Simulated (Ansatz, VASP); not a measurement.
## One calculation of BN, two programs

File INCAR:

```
SYSTEM = BN
PREC = Accurate
ENCUT = 520
EDIFF = 1E-7
ISMEAR = 0
SIGMA = 0.05
LREAL = .FALSE.
LASPH = .TRUE.
NELM = 100
ALGO = Normal
ISIF = 2
LWAVE = .FALSE.
LCHARG = .FALSE.
GGA = PS
NBANDS = 16
```

The input KPOINTS:

```
regular mesh
0
G
  12 12 4
  0 0 0
```

The input POSCAR:

```
BN
1.0
    2.4256901463      0.0000000000      0.0000000000
   -1.2128450732      2.1007092884      0.0000000000
    0.0000000000      0.0000000000      7.0981896195
B N
2 2
Direct
    0.3333333333      0.6666666667      0.2500000000
    0.6666666667      0.3333333333      0.7500000000
    0.3333333333      0.6666666667      0.7500000000
    0.6666666667      0.3333333333      0.2500000000
```

Input for Ansatz:

```yaml
crystal:
  lattice:
    - [2.4256901463, 0.0, 0.0]
    - [-1.2128450732, 2.1007092884, 0.0]
    - [0.0, 0.0, 7.0981896195]
  atoms:
    - { symbol: B, position: [0.3333333333, 0.6666666667, 0.25] }
    - { symbol: B, position: [0.6666666667, 0.3333333333, 0.75] }
    - { symbol: "N", position: [0.3333333333, 0.6666666667, 0.75] }
    - { symbol: "N", position: [0.6666666667, 0.3333333333, 0.25] }
basis:
  ecutwfc: 420
kpoints:
  mp_grid: { grid: [12, 12, 4] }
hamiltonian:
  xc: pbesol
scf:
  occupations: { method: gaussian, width: 0.05 }
output:
  forces: true
  stress: true
  eigenvalues: true
```

Alike in both runs: task single point; functional PBEsol; k mesh 12 × 12 × 4; occupations gaussian, width 0.05 eV; no spin polarisation.

```csv
,VASP,Ansatz
version,VASP 6.6.1,Ansatz 0.2.0
potentials or method,"VASP PAW PBE potentials, release 64 (B, N)","scalar-relativistic, plane waves, PAW"
plane-wave cutoff (eV),520,420
valence electrons in the cell,16,16
```

VASP gave:

```
gap on the k mesh at the Fermi level (eV)       : 4.43
least direct gap on the mesh (eV)               : 4.83
pressure (GPa)                                  : 25.0
largest component of the traceless stress (GPa) : 25.22
```

Question: What did Ansatz give for the same quantities?

Answer: gap on the k mesh at the Fermi level (eV): 4.45; least direct gap on the mesh (eV): 4.84; pressure (GPa): 24.7; largest component of the traceless stress (GPa): 24.72.

Caveats: so large a pressure means that the cell lies far from this level's equilibrium, or that cutoff or potentials fall short (VASP); the potentials were made for another functional, which shifts forces and pressure (VASP); this functional lacks dispersion, which binds the layers, so the pressure and a relaxed spacing across them are unreliable. A hybrid or GW would open this gap; PBEsol tends to underestimate it. A k mesh can miss the band edges.
